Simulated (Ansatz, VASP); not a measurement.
# One calculation of Ru, two programs

```
Ru
1.0
     2.23898    0.00000    0.00000
     0.00000    2.23898    0.00000
     0.00000    0.00000    2.23898
Ru
1
Cartesian
  0.0000 0.0000 0.0000
```

Change from the starting cell: volume scaled by 0.75, LAPW.

Alike in both runs: task single point; functional LDA; k mesh 17 × 17 × 17; occupations fermi-dirac, width 0.1 eV; no spin polarisation.

|  | VASP | Ansatz |
| --- | --- | --- |
| version | VASP 6.6.1 | Ansatz 0.2.0 |
| potentials or method | VASP PAW LDA potentials, release 64 (Ru_pv), cutoff 520 eV | all-electron LAPW, scalar-relativistic |

Ansatz gave:

* pressure (GPa): 146.1

Question: What did VASP give for the same quantities?

Answer: Pressure (GPa): 149.8.

Ansatz ran all-electron here, so the differences hold the error of VASP's frozen core and of both bases.

Caveats: the cell as given lies far from equilibrium; so large a pressure means that the cell lies far from this level's equilibrium, or that cutoff or potentials fall short (VASP).
